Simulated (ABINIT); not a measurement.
Crystal: Nb.

```
CELL_PARAMETERS angstrom
-1.66395 1.66395 1.66395
1.66395 -1.66395 1.66395
1.66395 1.66395 -1.66395
ATOMIC_POSITIONS crystal
Nb 0.00000 0.00000 0.00000
```

Program: ABINIT 10.8.3 (patched build). Alike in all runs: task band structure; cell as given; k mesh 11 × 11 × 11; smearing fermi-dirac 0.05 eV. Hardware: 1 thread of Arm Neoverse V2, on a shared host.

Question: Order these runs on this cell by their wall time, lowest first.
A. level RPBE; potentials or basis JTH PAW PBE v2.0; spin off; cutoff (eV) 408; fine-grid cutoff 816.342 eV
B. level TB-mBJ; potentials or basis JTH PAW LDA v2.0; spin off; cutoff (eV) 490; fine-grid cutoff 979.61 eV
C. level BLYP; potentials or basis JTH PAW PBE v2.0; spin SOC, no magnetisation; cutoff (eV) 408; fine-grid cutoff 816.342 eV

Answer: A (7.8 s), C (32 s), B (91 s).

Runs at the PBE level aren't shown here.
